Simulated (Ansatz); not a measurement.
SrCl2 under compression and expansion

```cif
data_structure
_symmetry_space_group_name_H-M 'Fm-3m'
_symmetry_Int_Tables_number 225
_cell_length_a 6.9710
_cell_length_b 6.9710
_cell_length_c 6.9710
_cell_angle_alpha 90.000
_cell_angle_beta 90.000
_cell_angle_gamma 90.000
_cell_volume 338.75
loop_
_atom_site_label
_atom_site_type_symbol
_atom_site_symmetry_multiplicity
_atom_site_Wyckoff_symbol
_atom_site_fract_x
_atom_site_fract_y
_atom_site_fract_z
_atom_site_occupancy
Sr1 Sr 4 a 0.00000 0.00000 0.00000 1
Cl1 Cl 8 c 0.25000 0.75000 0.75000 1
```

The runs use the primitive cell with vectors (0.000, 3.486, 3.486), (3.486, 0.000, 3.486), (3.486, 3.486, 0.000) Å, to which the k mesh refers.

The cell comes from COD entry 1541509, which wasn't checked; take it as a given geometry.

Methods: DFT, LDA, all-electron LAPW, scalar-relativistic (Ansatz 0.2.0); DFT, LDA, PAW with Ansatz's default frozen-core files, scalar-relativistic (Ansatz 0.2.0).

For LAPW: a Γ-centred 8×8×8 k mesh, Fermi–Dirac smearing of 0.01 eV, basis error target 1 meV/atom, no spin polarisation. PAW takes a cutoff of 420 eV at this cell (files made with PBE, cores remade for this functional). The Ansatz runs share mesh, smearing and spin set-up. Plane-wave (PAW) pressures include the program's estimate of the Pulay term.

The cell above is scaled evenly, with fractional coordinates and shape held.

```
V/V(cell)  V (Å³/atom)  P, LAPW (GPa)  P, PAW (GPa)  gap on the k mesh, LAPW (eV)  free energy over the lowest listed, PAW (meV/atom)
   0.9400       26.536          -0.53         -0.54                          5.11                                                 0.0
   0.9600       27.100          -1.37         -1.37                          5.05                                                 3.4
   0.9800       27.665          -2.11         -2.11                          4.97                                                 9.6
   0.9900       27.947          -2.45         -2.45                          4.93                                                13.6
   1.0000       28.230          -2.77         -2.77                          4.89                                                18.2
   1.0100       28.512          -3.07         -3.07                          4.85                                                23.4
   1.0200       28.794          -3.35         -3.35                          4.82                                                29.0
   1.0400       29.359          -3.87         -3.87                          4.75                                                41.8
   1.0600       29.923          -4.32         -4.33                          4.68                                                56.2
```
